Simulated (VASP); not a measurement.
VASP inputs for KCl (rocksalt)

INCAR, step 1 (PBE orbitals to start from)

```
GGA = PE
NELM = 120
EDIFF = 1E-5
ENCUT = 520
PREC = Accurate
LREAL = .FALSE.
LWAVE = .TRUE.
SIGMA = 0.01
NBANDS = 15
LCHARG = .FALSE.
ISMEAR = 0
LASPH = .TRUE.
```

INCAR, step 2

```
NSW = 0
LCHARG = .FALSE.
LWAVE = .FALSE.
IBRION = -1
ISMEAR = 0
NBANDS = 15
LASPH = .TRUE.
PRECFOCK = Fast
ISIF = 2
SIGMA = 0.01
LREAL = .FALSE.
PREC = Accurate
ENCUT = 520
ALGO = Normal
AEXX = 0.25
EDIFF = 1E-7
LHFCALC = .TRUE.
HFSCREEN = 0.2079
NELM = 120
ISTART = 1
GGA = PE
```

KPOINTS

```
KPOINTS created by Atomic Simulation Environment
0
Gamma
6 6 6
0 0 0
```

KPOINTS_OPT

```
special points
6
Reciprocal
0.0000000000 0.0000000000 0.0000000000 1
0.5000000000 0.0000000000 0.5000000000 1
0.5000000000 0.2500000000 0.7500000000 1
0.3750000000 0.3750000000 0.7500000000 1
0.5000000000 0.5000000000 0.5000000000 1
0.6250000000 0.2500000000 0.6250000000 1
```

POSCAR

```
K  Cl
 1.0000000000000000
     0.0000000000000000    3.1448483195468158    3.1448483195468158
     3.1448483195468158    0.0000000000000000    3.1448483195468158
     3.1448483195468158    3.1448483195468158    0.0000000000000000
 K   Cl
   1   1
Cartesian
 -0.0000000000000000 -0.0000000000000000 -0.0000000000000000
  3.1448483195468158  3.1448483195468158  3.1448483195468158
```

VASP ran with the recommended PBE PAW datasets (16 valence electrons in the cell).

Question: Predict the results.

Answer: gap between bands v and c 6.50 eV; least direct gap 6.50 eV; pressure 0.5 GPa.

Band v is the last that the valence electrons fill when counted band by band, and c is the next. Levels in eV from the top of v:

| point | v−1 | v | c | c+1 |
| --- | --- | --- | --- | --- |
| Γ | 0.00 | 0.00 | 6.50 | 9.92 |
| X | -0.24 | -0.24 | 7.89 | 9.83 |
| W | -0.50 | -0.50 | 9.46 | 9.46 |
| K | -0.58 | -0.31 | 8.67 | 10.53 |
| L | -0.34 | -0.34 | 8.90 | 10.11 |
